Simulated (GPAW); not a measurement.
Crystal: Fe.

```
CELL_PARAMETERS angstrom
-1.44300 1.44300 1.44300
1.44300 -1.44300 1.44300
1.44300 1.44300 -1.44300
ATOMIC_POSITIONS crystal
Fe 0.00000 0.00000 0.00000
```

Base run:

* Program: GPAW 26.7.0
* Functional: PBEsol
* Potentials or basis: PAW data sets generated in the run's folder for this functional
* Cutoff: 600 eV
* Basis: pw
* k mesh: 13 × 13 × 13
* Occupations: fermi-dirac, width 0.05 eV
* Spin: collinear spin, ferromagnetic start
* Starting moments: [3.0] μB
* Hubbard terms: Fe d U = 2 eV

Its results: pressure -2.7 GPa; net moment 2.69 μB per cell; site moments Fe +2.81 μB.

The run is repeated on the same cell with these changes: hubbard terms from Fe d U = 2 eV to Fe d U = 4 eV. What comes out?

Pressure 9.2 GPa; net moment 2.94 μB per cell; site moments Fe +3.12 μB.

Caveats: the U is typed as a test and isn't derived for this compound.
